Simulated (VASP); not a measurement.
# N2 in VASP: notebook

Runs on N2. Level: r2SCAN. Tasks: single point, relaxation of the atoms.

Program: VASP 6.6.1. These are calculated values, not measurements. Logs are shortened: lines on timing, memory, paths and dates and some standing lists are left out, and cuts for length are marked.

### Step 1. Starting point

The cell holds a molecule in a box, 2 atoms: a = 9.000 Å, b = 9.500 Å, c = 10.000 Å, α = 90.00°, β = 90.00°, γ = 90.00°.

### Step 2. Single point, r2SCAN

POSCAR reads:

```
N
1.0
    9.0000000000      0.0000000000      0.0000000000
    0.0000000000      9.5000000000      0.0000000000
    0.0000000000      0.0000000000     10.0000000000
N
2
Direct
    0.5000000000      0.5000000000      0.4453558698
    0.5000000000      0.5000000000      0.5546441302
```

INCAR.step1 reads:

```
SYSTEM = N
ALGO = Normal ; EDIFF = 1E-4
ENCUT = 520 ; GGA = PE
ISMEAR = 0 ; LASPH = .TRUE.
LCHARG = .FALSE. ; LREAL = .FALSE.
LWAVE = .TRUE. ; NBANDS = 12
NELM = 100 ; PREC = Accurate
SIGMA = 0.05
```

INCAR.step2 reads:

```
SYSTEM = N
ALGO = Normal ; EDIFF = 1E-6
ENCUT = 520 ; ISIF = 2
ISMEAR = 0 ; ISTART = 1
LASPH = .TRUE. ; LCHARG = .FALSE.
LMIXTAU = .TRUE. ; LREAL = .FALSE.
LWAVE = .FALSE. ; METAGGA = R2SCAN
NBANDS = 12 ; NELM = 100
PREC = Accurate ; SIGMA = 0.05
```

KPOINTS reads:

```
k-points
0
G
  1 1 1
  0 0 0
```

Potentials or basis: VASP PAW PBE potentials, release 64 (N).

Launch:

```bash
$ cat potpaw_PBE.64/N/POTCAR > POTCAR
$ cp INCAR.step1 INCAR
$ mpirun -np 1 vasp_gam > vasp.out
$ cp INCAR.step2 INCAR
$ mpirun -np 1 vasp_gam > vasp.out
```

OUTCAR:

```text
SYSTEM = N
   EDIFF = 1E-6
   ENCUT = 520
   ISIF = 2
   ISMEAR = 0
   ISTART = 1
   LASPH = .TRUE.
   LREAL = .FALSE.
   METAGGA = R2SCAN
   NELM = 100
   PREC = Accurate

 ion  position               nearest neighbor table
   1  0.500  0.500  0.445-   2 1.09
   2  0.500  0.500  0.555-   1 1.09

  LATTYP: Found a simple orthorhombic cell.
 ALAT       =     9.0000000000
 B/A-ratio  =     1.0555555556
 C/A-ratio  =     1.1111111111

  Lattice vectors:

 A1 = (   9.0000000000,   0.0000000000,   0.0000000000)
 A2 = (   0.0000000000,   9.5000000000,   0.0000000000)
 A3 = (   0.0000000000,   0.0000000000,  10.0000000000)

Analysis of symmetry for initial positions (statically):
=====================================================================
 Subroutine PRICEL returns:
 Original cell was already a primitive cell.

 Routine SETGRP: Setting up the symmetry group for a
 simple orthorhombic supercell.

 Subroutine GETGRP returns: Found  8 space group operations
 (whereof  8 operations were pure point group operations)
 out of a pool of  8 trial point group operations.

The static configuration has the point symmetry D_2h.

Analysis of symmetry for dynamics (positions and initial velocities):
=====================================================================
 Subroutine PRICEL returns:
 Original cell was already a primitive cell.

 Routine SETGRP: Setting up the symmetry group for a
 simple orthorhombic supercell.

 Subroutine GETGRP returns: Found  8 space group operations
 (whereof  8 operations were pure point group operations)
 out of a pool of  8 trial point group operations.

The dynamic configuration has the point symmetry D_2h.

 Subroutine INISYM returns: Found  8 space group operations
 (whereof  8 operations are pure point group operations),
 and found     1 'primitive' translations

----------------------------------------------------------------------------------------

                                     Primitive cell

  volume of cell :     855.0000

  direct lattice vectors                    reciprocal lattice vectors
     9.000000000  0.000000000  0.000000000     0.111111111  0.000000000  0.000000000
     0.000000000  9.500000000  0.000000000     0.000000000  0.105263158  0.000000000
     0.000000000  0.000000000 10.000000000     0.000000000  0.000000000  0.100000000

  length of vectors
     9.000000000  9.500000000 10.000000000     0.111111111  0.105263158  0.100000000

[... 57 lines left out ...]
   LREAL  =      F    real-space projection
   EDIFFG = 0.1E-04   stopping-criterion for IOM
   NSW    =      0    number of steps for IOM
   IBRION =     -1    ionic relax: 0-MD 1-quasi-New 2-CG
   NFREE  =      0    steps in history (QN), initial steepest desc. (CG)
   ISIF   =      2    stress and relaxation
   ISYM   =      2    0-nonsym 1-usesym 2-fastsym
   POTIM  = 0.5000    time-step for ionic-motion
   TEBEG  =    0.0;   TEEND  =   0.0 temperature during run
   PSTRESS=    0.0 pullay stress
   NELECT =      10.0000    total number of electrons
   NUPDOWN=      -1.0000    fix difference up-down
   EMIN   =  10.00;   EMAX   =-10.00  energy-range for DOS
   EFERMI =   0.00;   METHOD = LEGACY
   ISMEAR =     0;   SIGMA  =   0.05  broadening in eV -4-tet -1-fermi 0-gaus
   EFERMI_NEDOS =   21; number of points for ismear=-14 and -15
   IALGO  =     38    algorithm
   IMIX   =      4    mixing-type and parameters
     AMIX     =   0.40;   BMIX     =  1.00
     AMIX_MAG =   1.60;   BMIX_MAG =  1.00
  volume/ion in A,a.u.               =     427.50      2884.91
  Fermi-wavevector in a.u.,A,eV,Ry     =   0.371609  0.702239  1.878872  0.138093
  Thomas-Fermi vector in A             =   1.299861
   LORBIT       =      0    0 simple, 1 ext, 2 COOP (PROOUT), +10 PAW based schemes
   METAGGA = R2SCAN    functional components
   LHFCALC =     F    Hartree Fock is set to
   AEXX    =    0.0000 exact exchange contribution
   IVDW    =     0    specifies the selected vdW correction
   LEPSILON=     F    determine dielectric tensor
   LRPA    =     F    only Hartree local field effects (RPA)
 non-spin polarized calculation
 Gauss-broadening in eV      SIGMA  =   0.05
  energy-cutoff  :      520.00
  volume of cell :      855.00
 maximum number of plane-waves:     11510
 NGX is ok and might be reduce to    70
   NGX = 33   NGY = 35   NGZ = 37

 number of electron      10.0000001 magnetization

 number of electron       9.9999999 magnetization

 Free energy of the ion-electron system (eV)
  ---------------------------------------------------
  ext. energy  EPLUGINS =         0.00000000
  ---------------------------------------------------
  free energy    TOTEN  =       -18.19924080 eV

  energy without entropy =      -18.19924080  energy(sigma->0) =      -18.19924080

 E-fermi : -10.2622     XC(G=0):  -0.4512

 val. band max:      -10.5244531158   @ k =   0.0000   0.0000   0.0000
 cond. band min:      -1.4358522403   @ k =   0.0000   0.0000   0.0000
 fundamental gap:      9.0886008755
 Fermi energy:       -10.2621788242

 k-point     1 :       0.0000    0.0000    0.0000
  band No.  band energies     occupation
      1     -29.7354      2.00000
      2     -14.0132      2.00000
      3     -11.9031      2.00000
      4     -11.9030      2.00000
      5     -10.5245      2.00000
      6      -1.4359      0.00000
      7      -1.4355      0.00000
      8       0.1308      0.00000
      9       1.5554      0.00000
     10       1.6374      0.00000
     11       1.7027      0.00000
     12       1.7853      0.00000

------------------------ aborting loop because EDIFF is reached ----------------------------------------

  FORCE on cell =-STRESS in cart. coord.  units (eV):
  Direction    XX          YY          ZZ          XY          YZ          ZX
  --------------------------------------------------------------------------------------
  -------------------------------------------------------------------------------------
  Total       -0.0776314     -0.0745630      2.4496285      0.0000000      0.0000000      0.0000000
  in kB       -0.1454728     -0.1397230      4.5903383      0.0000000      0.0000000      0.0000000
  external PRESSURE =       1.4350475 kB  Pullay stress =       0.0000000 kB

 VOLUME and BASIS-vectors are now :
 -----------------------------------------------------------------------------
  energy-cutoff  :      520.00
  volume of cell :      855.00
      direct lattice vectors                 reciprocal lattice vectors
     9.000000000  0.000000000  0.000000000     0.111111111  0.000000000  0.000000000
     0.000000000  9.500000000  0.000000000     0.000000000  0.105263158  0.000000000
     0.000000000  0.000000000 10.000000000     0.000000000  0.000000000  0.100000000

 POSITION                                       TOTAL-FORCE (eV/Angst)
 -----------------------------------------------------------------------------------
      4.50000      4.75000      4.45356         0.000000      0.000000     -2.340798
      4.50000      4.75000      5.54644         0.000000      0.000000      2.340798
 -----------------------------------------------------------------------------------
    total drift:                                0.000000      0.000000      0.000000

  FREE ENERGIE OF THE ION-ELECTRON SYSTEM (eV)
  ---------------------------------------------------
  free  energy   TOTEN  =       -18.1992408048 eV

  energy  without entropy=      -18.1992408048  energy(sigma->0) =      -18.19924080
```

It took 3.6 min on 1 thread of Intel Xeon Platinum 8488C (Sapphire Rapids), shared host; peak memory 0.86 GiB.

Results:

| Quantity | Value |
| --- | --- |
| Free energy | -18.1992 eV |
| Largest force | 2.341 eV/Å |
| Gap between the frontier levels | 9.09 eV |

Forces in eV/Å, atoms in the order of the input:
```
N    0.000  0.000 -2.341
N    0.000  0.000  2.341
```

Caveat: the standard files for N, O and F lose accuracy on very short bonds; the PAW data sets were made with another functional, which shifts forces and pressure a little.

### Step 3. Relaxation of the atoms, r2SCAN

POSCAR reads:

```
N
1.0
    9.0000000000      0.0000000000      0.0000000000
    0.0000000000      9.5000000000      0.0000000000
    0.0000000000      0.0000000000     10.0000000000
N
2
Direct
    0.5000000000      0.5000000000      0.4445000000
    0.5000000000      0.5000000000      0.5555000000
```

INCAR.step1 reads:

```
ALGO = Normal
EDIFF = 1E-4
ENCUT = 520
GGA = PE
ISMEAR = 0
LASPH = T
LCHARG = F
LREAL = F
LWAVE = T
NELM = 100
PREC = Accurate
SIGMA = 0.05
```

INCAR.step2 reads:

```
ALGO = Normal
EDIFF = 1E-7
EDIFFG = -0.02
ENCUT = 520
IBRION = 2
ISIF = 2
ISMEAR = 0
ISTART = 1
LASPH = T
LCHARG = F
LMIXTAU = T
LREAL = F
LWAVE = F
METAGGA = R2SCAN
NELM = 100
NSW = 80
PREC = Accurate
SIGMA = 0.05
```

KPOINTS reads:

```
k-points
0
Gamma
  1 1 1
```

Potentials or basis: VASP PAW PBE potentials, release 64 (N).

Launch:

```bash
$ cat potpaw_PBE.64/N/POTCAR > POTCAR
$ cp INCAR.step1 INCAR
$ mpirun -np 1 vasp_gam > vasp.out
$ cp INCAR.step2 INCAR
$ mpirun -np 1 vasp_gam > vasp.out
```

OUTCAR:

```text
EDIFF = 1E-7
   EDIFFG = -0.02
   ENCUT = 520
   IBRION = 2
   ISIF = 2
   ISMEAR = 0
   ISTART = 1
   LASPH = T
   LREAL = F
   METAGGA = R2SCAN
   NELM = 100
   NSW = 80
   PREC = Accurate

 ion  position               nearest neighbor table
   1  0.500  0.500  0.444-   2 1.11
   2  0.500  0.500  0.556-   1 1.11

  LATTYP: Found a simple orthorhombic cell.
 ALAT       =     9.0000000000
 B/A-ratio  =     1.0555555556
 C/A-ratio  =     1.1111111111

  Lattice vectors:

 A1 = (   9.0000000000,   0.0000000000,   0.0000000000)
 A2 = (   0.0000000000,   9.5000000000,   0.0000000000)
 A3 = (   0.0000000000,   0.0000000000,  10.0000000000)

Analysis of symmetry for initial positions (statically):
=====================================================================
 Subroutine PRICEL returns:
 Original cell was already a primitive cell.

 Routine SETGRP: Setting up the symmetry group for a
 simple orthorhombic supercell.

 Subroutine GETGRP returns: Found  8 space group operations
 (whereof  8 operations were pure point group operations)
 out of a pool of  8 trial point group operations.

The static configuration has the point symmetry D_2h.

Analysis of symmetry for dynamics (positions and initial velocities):
[... 128 lines left out ...]

 number of electron       9.9999999 magnetization

 number of electron      10.0000001 magnetization

 Free energy of the ion-electron system (eV)
  ---------------------------------------------------
  ext. energy  EPLUGINS =         0.00000000
  ---------------------------------------------------
  free energy    TOTEN  =       -18.21444575 eV

  energy without entropy =      -18.21444575  energy(sigma->0) =      -18.21444575

------------------------ aborting loop because EDIFF is reached ----------------------------------------

  FORCE on cell =-STRESS in cart. coord.  units (eV):
  Direction    XX          YY          ZZ          XY          YZ          ZX
  --------------------------------------------------------------------------------------
  -------------------------------------------------------------------------------------
  Total       -0.0743151     -0.0712251     -0.6692549     -0.0000000      0.0000000      0.0000000
  in kB       -0.1392584     -0.1334680     -1.2541111     -0.0000000      0.0000000      0.0000000
  external PRESSURE =      -0.5089458 kB  Pullay stress =       0.0000000 kB
[... 59 lines left out ...]
--------------------------------------- Ionic step        3  -------------------------------------------

 number of electron      10.0000001 magnetization

 Free energy of the ion-electron system (eV)
  ---------------------------------------------------
  ext. energy  EPLUGINS =         0.00000000
  ---------------------------------------------------
  free energy    TOTEN  =       -18.21535953 eV

  energy without entropy =      -18.21535953  energy(sigma->0) =      -18.21535953

 E-fermi : -10.1854     XC(G=0):  -0.4273

 val. band max:      -10.5082711698   @ k =   0.0000   0.0000   0.0000
 cond. band min:      -1.6021097014   @ k =   0.0000   0.0000   0.0000
 fundamental gap:      8.9061614684
 Fermi energy:       -10.1854075606

 k-point     1 :       0.0000    0.0000    0.0000
  band No.  band energies     occupation
      1     -29.4995      2.00000
      2     -14.1130      2.00000
      3     -11.7773      2.00000
      4     -11.7773      2.00000
      5     -10.5083      2.00000
      6      -1.6021      0.00000
      7      -1.6018      0.00000
      8       0.1571      0.00000
      9       1.5792      0.00000
[... 27 lines left out ...]
  FREE ENERGIE OF THE ION-ELECTRON SYSTEM (eV)
  ---------------------------------------------------
  free  energy   TOTEN  =       -18.2153595290 eV

  energy  without entropy=      -18.2153595290  energy(sigma->0) =      -18.21535953

 reached required accuracy - stopping structural energy minimisation
```

OUTCAR.step1:

```text
EDIFF = 1E-4
   ENCUT = 520
   GGA = PE
   ISMEAR = 0
   LASPH = T
[... 210 lines left out ...]
 -----------------------------------------------------------------------------------
      4.50000      4.75000      4.44500         0.000000      0.000000     -0.488850
      4.50000      4.75000      5.55500         0.000000      0.000000      0.488850
 -----------------------------------------------------------------------------------
    total drift:                                0.000000      0.000000      0.000000

  FREE ENERGIE OF THE ION-ELECTRON SYSTEM (eV)
  ---------------------------------------------------
  free  energy   TOTEN  =       -16.6510155705 eV

  energy  without entropy=      -16.6510155705  energy(sigma->0) =      -16.65101557
```

Run time: 9.4 min. Hardware: 1 thread of Intel Xeon Platinum 8488C (Sapphire Rapids), shared host; peak memory 0.94 GiB.

Results:

```
Free energy                     : -18.2154 eV
Energy gained by relaxing       : 0.5 meV/atom
Ionic steps                     : 3
Largest force after relaxing    : 0.008 eV/Å
Gap between the frontier levels : 8.91 eV
```

Forces in eV/Å, atoms in the order of the input:
```
N    0.000  0.000 -0.008
N    0.000  0.000  0.008
```

The path:
```
step  energy change (eV)  largest force (eV/Å)  pressure (GPa)
   1              0.0000                0.5192           -0.05
   2              0.1975                8.9766            0.57
   3             -0.0009                0.0078           -0.02
```

Final structure:
```xyz
2
Lattice="9.0000 0.0000 0.0000 0.0000 9.5000 0.0000 0.0000 0.0000 10.0000" Properties=species:S:1:pos:R:3 pbc="T T T"
N     4.5000    4.7500    4.4466
N     4.5000    4.7500    5.5534
```

Levels at points of the mesh, in eV from the valence-band top:
```tsv
k point	band 3	band 4	band 5	band 6	band 7	band 8
(0.00, 0.00, 0.00)	-1.27	-1.27	0.00	8.91	8.91	10.67
```

Caveat: the standard files for N, O and F lose accuracy on very short bonds; the PAW data sets were made with another functional, which shifts forces and pressure a little.
